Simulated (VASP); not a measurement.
An input for Ansatz (written as the equivalent of a VASP run, and not itself run):

Ansatz 0.2 input:
```yaml
crystal:
  lattice:
    - [1.8060454, -3.1281626, 0.0000000]
    - [1.8060454, 3.1281626, 0.0000000]
    - [0.0000000, 0.0000000, 3.8475748]
  atoms:
    - { symbol: Li, position: [0.3333330, 0.6666670, 0.0000000] }
    - { symbol: Li, position: [0.6666670, 0.3333330, 0.0000000] }
    - { symbol: Li, position: [0.0000000, 0.0000000, 0.5000000] }
    - { symbol: N, position: [0.0000000, 0.0000000, 0.0000000] }
kpoints:
  mp_grid: { grid: [6, 6, 6] }
hamiltonian:
  xc: pbesol
  pseudopotentials: { kind: paw }
scf:
  occupations: { method: gaussian, width: 0.05 }
  max_iter: 100
output: { forces: true, stress: true, eigenvalues: true }
```

### Question
Translate this input to VASP (INCAR, KPOINTS, POSCAR, choice of POTCAR).

### Answer
Several could match; the one computed here: 
### INCAR
```
LWAVE=.False.
LREAL=.False.   ! projection in real space or not
ISMEAR=0   ! Gaussian
ISIF=2   ! forces and stress, cell fixed
GGA=PS   ! PBEsol
SYSTEM=Li3N
NELM=100   ! most electronic steps
LCHARG=.False.
PREC=Accurate
LASPH=.True.   ! aspherical one-centre terms
ENCUT=600   ! plane-wave cut-off (eV)
ALGO=Normal
EDIFF=1E-7
SIGMA=0.05
```

POSCAR:
```
Li3N
1
    1.8060453801    -3.1281626268     0.0000000000
    1.8060453801     3.1281626268     0.0000000000
    0.0000000000     0.0000000000     3.8475747633
Li N
3 1
Direct
  0.3333330000   0.6666670000   0.0000000000
  0.6666670000   0.3333330000   0.0000000000
  0.0000000000   0.0000000000   0.5000000000
  0.0000000000   0.0000000000   0.0000000000
```

### KPOINTS
```
Automatic mesh
0
Gamma
6 6 6
0 0 0
```

POTCAR, in this order: Li_sv N (PBE.64 set). Program: vasp_std.

Limits of the translation: each code has its own PAW files, so the cut-off isn't converted (ENCUT is set for VASP's; basis.ecutwfc is left out, and Ansatz then takes the one that its files recommend); Ansatz stops its SCF on the density residual and VASP on the energy change (EDIFF).

The compound is Li3N in the alpha structure. It was relaxed first.
